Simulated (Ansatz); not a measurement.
# SiC: the cost of one run

Program: Ansatz 0.2.0. Level of theory: DFT PBE, scalar-relativistic, plane waves, PAW. These are calculated values, not measurements.

1 further run of the same task is left out (it didn't finish).

### 1 The system as given

Symmetry: P4_12_12, No. 92, tetragonal system. Conventional cell: a = 5.062 Å, b = 5.062 Å, c = 2.763 Å, α = 90.00°, β = 90.00°, γ = 90.00°. Around Si (site symmetry 2) lie 4 C at 1.80 to 1.85 Å. Around C (site symmetry 2) lie 4 Si at 1.80 to 1.85 Å.

As a file:

```cif
data_structure
_symmetry_space_group_name_H-M 'P 1'
_symmetry_Int_Tables_number 1
_cell_length_a 5.0618
_cell_length_b 5.0618
_cell_length_c 2.7633
_cell_angle_alpha 90.000
_cell_angle_beta 90.000
_cell_angle_gamma 90.000
_cell_volume 70.80
loop_
_atom_site_label
_atom_site_type_symbol
_atom_site_fract_x
_atom_site_fract_y
_atom_site_fract_z
_atom_site_occupancy
Si1 Si 0.66924 0.66924 0.50000 1
Si2 Si 0.16924 0.83076 0.25000 1
Si3 Si 0.33076 0.33076 0.00000 1
Si4 Si 0.83076 0.16924 0.75000 1
C1 C 0.83076 0.83076 0.00000 1
C2 C 0.33076 0.66924 0.75000 1
C3 C 0.16924 0.16924 0.50000 1
C4 C 0.66924 0.33076 0.25000 1
```

The cell is invented: 4-connected net, two elements alternating (P4_12_12, No. 92). The dimensions are guesses.

### 2 Probe: one point on a coarse mesh

File input.yaml:

```yaml
crystal:
  lattice:
    - [5.06184045, 0.0, 0.0]
    - [0.0, 5.06184045, 0.0]
    - [0.0, 0.0, 2.76332329]
  atoms:
    - { symbol: Si, position: [0.66924326, 0.66924326, 0.5] }
    - { symbol: Si, position: [0.16924326, 0.83075674, 0.25] }
    - { symbol: Si, position: [0.33075674, 0.33075674, 0.0] }
    - { symbol: Si, position: [0.83075674, 0.16924326, 0.75] }
    - { symbol: C, position: [0.83075674, 0.83075674, 0.0] }
    - { symbol: C, position: [0.33075674, 0.66924326, 0.75] }
    - { symbol: C, position: [0.16924326, 0.16924326, 0.5] }
    - { symbol: C, position: [0.66924326, 0.33075674, 0.25] }
basis:
  ecutwfc: 420
kpoints:
  mp_grid: { grid: [4, 4, 6] }
hamiltonian:
  xc: pbe
scf:
  occupations: { method: gaussian, width: 0.1 }
  lower_state_search: "off"
output:
  forces: true
  stress: true
  eigenvalues: true
```

Launch:

```bash
$ ansatz run input.yaml --threads 1 --pin off --max-ram 2560MiB --backend cpu --events-out ev --progress --plain --runs-dir out
```

Q: Estimate wall time and peak memory on 1 thread of Arm Neoverse V1, shared host.

About 4 s, with a peak of 0.29 GiB.
